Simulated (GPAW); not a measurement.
The system is WC (Qusongite).

```
W C
1.0
     2.90650    0.00000    0.00000
    -1.45325    2.51710    0.00000
     0.00000    0.00000    2.83660
W C
1 1
Direct
  0.00000 0.00000 0.00000
  0.66667 0.33333 0.50000
```

| Item | Value |
| --- | --- |
| Program | GPAW 26.7.0 |
| Task | relaxation of cell and atoms |
| Functional | TASK |
| Potentials or basis | GPAW PAW data sets (gpaw-data 1.2.1) |
| Cutoff | 800 eV |
| Basis | pw |
| k mesh | 7 × 7 × 7 |
| Occupations | fermi-dirac, width 0.05 eV |
| Spin | no spin polarisation |

At the start: pressure 7.2 GPa; volume 10.38 Å³/atom.

Q: Where does the relaxation end?

A: Over 5 steps the energy falls by 4.5 meV/atom and the volume is 10.56 Å³/atom (+1.8 %); space group P-6m2 (No. 187, to 0.05 Å).

Step by step:
```csv
step,energy change (eV),largest force (eV/Å),pressure (GPa),volume (Å³)
1,0.0000,0.0000,7.22,20.75
2,-0.0071,0.0000,3.06,20.96
3,-0.0090,0.0000,0.06,21.12
4,-0.0090,0.0000,-0.02,21.13
5,-0.0090,0.0000,-0.02,21.13
```

Final structure:
```cif
data_structure
_symmetry_space_group_name_H-M 'P 1'
_symmetry_Int_Tables_number 1
_cell_length_a 2.9254
_cell_length_b 2.9254
_cell_length_c 2.8506
_cell_angle_alpha 90.000
_cell_angle_beta 90.000
_cell_angle_gamma 120.000
_cell_volume 21.13
loop_
_atom_site_label
_atom_site_type_symbol
_atom_site_fract_x
_atom_site_fract_y
_atom_site_fract_z
_atom_site_occupancy
W1 W 0.00000 0.00000 0.00000 1
C1 C 0.66667 0.33333 0.50000 1
```

Caveat: later steps reuse the first step's grids; the PAW data sets were made with another functional, which shifts forces and pressure a little.
